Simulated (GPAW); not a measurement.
Input of a GPAW 26.7.0 run:

File run.py:

```python
from ase import Atoms
from ase.filters import FrechetCellFilter
from ase.io import write
from ase.optimize import BFGS
from ase.units import GPa
from gpaw import GPAW, PW, setup_paths

setup_paths.insert(0, '.')

atoms = Atoms(['Sn', 'Sn', 'Nb', 'Nb', 'Nb', 'Nb', 'Nb', 'Nb'],
              cell=[[5.2821, 0.0, 0.0],
                    [0.0, 5.2821, 0.0],
                    [0.0, 0.0, 5.2821]],
              scaled_positions=[[0.5, 0.5, 0.5],
                                [0.0, 0.0, 0.0],
                                [0.0, 0.5, 0.25],
                                [0.0, 0.5, 0.75],
                                [0.5, 0.25, 0.0],
                                [0.75, 0.0, 0.5],
                                [0.5, 0.75, 0.0],
                                [0.25, 0.0, 0.5]],
              pbc=True)

calc = GPAW(mode=PW(600),
            xc='PBEsol',
            kpts={'size': (4, 4, 4), 'gamma': True},
            occupations={'name': 'fermi-dirac', 'width': 0.05},
            nbands=88,
            convergence={'density': 1e-05, 'forces': 0.0001},
            maxiter=150,
            txt='gpaw.txt')
atoms.calc = calc
opt = BFGS(FrechetCellFilter(atoms, scalar_pressure=10 * GPa), trajectory='relax.traj', logfile='-')
done = opt.run(fmax=0.02, steps=60)
calc.write('gs.gpw')
write('result.traj', atoms)
print('Converged:', done)
print('Cell:', atoms.cell.cellpar().round(4))
print('Volume:', round(atoms.get_volume(), 4))
print(atoms.get_scaled_positions().round(5))
```

Potentials or basis: PAW data sets generated in the run's folder for this functional, pw.

Command:

```console
$ gpaw-setup -f PBEsol Nb Sn
$ OMP_NUM_THREADS=1 python run.py
```

Problem. Predict the space group after relaxing (to 0.05 Å).

Solution. Pm-3n (No. 223).

Problem. What does it give for the band gap on the k mesh?

Solution. None (metal or under the smearing width).

Problem. What does it give for the relaxed cell?

Solution. a = 5.158 Å, b = 5.158 Å, c = 5.158 Å, α = 90.00°, β = 90.00°, γ = 90.00°.

The path:
| step | energy change (eV) | largest force (eV/Å) | pressure (GPa) | volume (Å³) |
| --- | --- | --- | --- | --- |
| 1 | 0.0000 | 0.0000 | -3.37 | 147.37 |
| 2 | -0.0208 | 0.0000 | -2.02 | 146.17 |
| 3 | 0.2235 | 0.0001 | 10.99 | 136.60 |
| 4 | 0.1802 | 0.0000 | 9.94 | 137.26 |

Caveat: later steps reuse the first step's grids.
